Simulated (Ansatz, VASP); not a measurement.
**Al2Cu in VASP and in Ansatz**

File INCAR:

```
  PREC = Accurate
  ENCUT = 520
  EDIFF = 1E-6
  ISMEAR = 0
  SIGMA = 0.15
  LREAL = False
  LASPH = True
  NELM = 100
  ALGO = Fast
  ISIF = 2
  LWAVE = False
  LCHARG = False
  GGA = PE
  NBANDS = 16
```

KPOINTS

```
regular mesh
0
Gamma
  10 10 14
```

POSCAR

```
Al2Cu
1.0
    3.9563161217      0.0000000000      0.0000000000
    0.0000000000      3.9563161217      0.0000000000
    0.0000000000      0.0000000000      2.8847334069
Al Cu
2 1
Direct
    0.5000000000      0.0000000000      0.5000000000
    0.0000000000      0.5000000000      0.5000000000
    0.0000000000      0.0000000000      0.0000000000
```

Input for Ansatz:

```yaml
crystal:
  lattice:
    - [3.9563161217, 0.0, 0.0]
    - [0.0, 3.9563161217, 0.0]
    - [0.0, 0.0, 2.8847334069]
  atoms:
    - { symbol: Al, position: [0.5, 0.0, 0.5] }
    - { symbol: Al, position: [0.0, 0.5, 0.5] }
    - { symbol: Cu, position: [0.0, 0.0, 0.0] }
basis:
  ecutwfc: 520.0
kpoints:
  mp_grid: { grid: [10, 10, 14] }
hamiltonian:
  xc: pbe
  pseudopotentials: { kind: paw, azcp: { folder: soft_1 } }
scf:
  occupations: { method: gaussian, width: 0.15 }
output:
  forces: true
  stress: true
  eigenvalues: true
```

Change from the starting cell: mode 9 frozen in at +0.000 Å, equal normal strain along x and y -0.0400.

Alike in both runs: task single point; functional PBE; k mesh 10 × 10 × 14; occupations gaussian, width 0.15 eV; no spin polarisation.

```csv
,VASP,Ansatz
version,VASP 6.6.1,Ansatz 0.2.0
potentials or method,"VASP PAW PBE potentials, release 64 (Al, Cu)","scalar-relativistic, plane waves, PAW"
plane-wave cutoff (eV),520,520
valence electrons in the cell,17,25
```

|  | VASP | Ansatz | Ansatz less VASP |
| --- | --- | --- | --- |
| gap on the k mesh at the Fermi level (eV) | none | none | - |
| pressure (GPa) | 9.2 | 9.0 | -0.19 |
| largest component of the traceless stress (GPa) | 3.33 | 3.38 | +0.047 |

A gap of «none» marks a metal or a gap that the smearing closes. The two sets of potentials don't hold the same shells in valence.
